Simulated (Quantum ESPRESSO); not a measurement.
Wanted: the native input for a Quantum ESPRESSO 7.5 run.

| Property | Result |
| --- | --- |
| Task | single point |
| Functional | PBEsol |
| Potentials or basis | GBRV 1.5 PBEsol |
| Cutoff | 612 eV |
| Density cutoff | 4898 eV |
| k mesh | 9 × 9 × 5 |
| Occupations | fermi-dirac, width 0.05 eV |
| Spin | no spin polarisation |
| Mixing beta | 0.5 |
| Most SCF iterations | 120 |
| SCF threshold | 4e-10 Ry |

The system is Sb.

```
Sb
1.0
     3.35453    0.00000    0.00000
    -1.67727    2.90511    0.00000
     0.00000    0.00000    5.47016
Sb
2
Direct
  0.67819 0.33447 0.75155
  0.32096 0.66257 0.25561
```

This isn't the form of Sb at room conditions, which is rhombohedral.

The cell isn't the ideal one: atoms moved at random, drawn with an rms of 0.05 Å.

These files were run (other wordings do the same):

pw.in

```
&CONTROL
  calculation = 'scf'
  prefix = 'pwscf'
  outdir = './tmp'
  pseudo_dir = './pseudo'
  tprnfor = .true.
  tstress = .true.
  disk_io = 'nowf'
/
&SYSTEM
  ibrav = 0
  nat = 2
  ntyp = 1
  ecutwfc = 45
  ecutrho = 360
  nbnd = 22
  occupations = 'smearing'
  smearing = 'fd'
  degauss = 0.00367493
/
&ELECTRONS
  conv_thr = 4d-10
  electron_maxstep = 120
  mixing_beta = 0.5
/
ATOMIC_SPECIES
Sb   121.7600 sb_pbesol_v1.4.uspp.F.UPF
CELL_PARAMETERS angstrom
   3.3545324186    0.0000000000    0.0000000000
  -1.6772662093    2.9051102923    0.0000000000
   0.0000000000    0.0000000000    5.4701606500
ATOMIC_POSITIONS crystal
Sb     0.6781860000    0.3344730000    0.7515460000
Sb     0.3209610000    0.6625660000    0.2556060000
K_POINTS automatic
9 9 5 0 0 0
```

Potentials or basis: GBRV 1.5 PBEsol.

Launch:

```bash
$ OMP_NUM_THREADS=1 mpirun -n 2 pw.x -nk 2 -in pw.in > pw.out
```

Results of the run:

```json
{
  "Pressure": "-1.7 GPa",
  "Largest force": "0.041 eV/Å",
  "Band gap on the k mesh": "none (metal or under the smearing width)"
}
```

Run time: 63 s on 2 MPI ranks on Arm Neoverse V1, with other jobs on the host, peak memory 0.36 GiB a rank.
